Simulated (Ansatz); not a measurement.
## VO2 under pressure: fit and missing row

VO2, P4_2/mnm, a = 4.482 Å, c = 3.026 Å. The compound has several low-lying forms, and this is one of them. Ansatz: PBE+U, PAW, 420 eV, Γ-centred 6×6×10 mesh on 6 atoms, Gaussian smearing 0.02 eV; U_eff V 3.25 eV; collinear spin, largest moment 0.9 μB. Cell and atoms are relaxed at each pressure, and no other structure is tried, so the rows at high pressure may lie past a change of phase.

```
V (Å³/atom) P (GPa)
      8.025    90.00
      8.692    50.01
      9.277    25.00
      9.673    11.99
          ?     3.99
     10.085     1.05
     10.130     0.00
     10.176    -1.04
```

Question: Take V0 = 10.130 Å³/atom, fit the third-order Birch–Murnaghan form to the other rows, and predict the missing volume.

Answer: With the Eulerian strain f = ½[(V0/V)^(2/3) − 1] and y = P/[3f(1 + 2f)^(5/2)], the form is the line y = B0 + 1.5 B0 (B0′ − 4) f. Rows (f, y): 0.08400, 242.2; 0.05373, 240.4; 0.03020, 238.3; 0.01563, 236.8; 0.00149, 233.2; -0.00151, 231.3. Means f = 0.03059, y = 237.03; Σ(Δf)² = 0.005489, ΣΔfΔy = 0.6524; the slope is their ratio. y = 233.4 + 118.9 f GPa, so B0 = 233.4 GPa and B0′ = 4 + 2 × (118.9)/(3 × 233.4) = 4.34. P = 3.99 GPa is met at f = 0.00553 (y = 234.06), so V = V0 (1 + 2f)^(−3/2) = 9.964 Å³/atom. The run gave 9.965 Å³/atom, so the fit is 0.001 Å³/atom too low, within the rms miss on the fitted rows (0.003 Å³/atom).

The state reached may not be the lowest one. Moments started parallel, and an antiferromagnetic order may lie lower. The mesh isn't the same in all rows (6×6×10, 8×8×10).

Cost: 8 runs of about 7.6 core-minutes in all, on Intel Xeon 6975P-C (Granite Rapids) (shared hosts).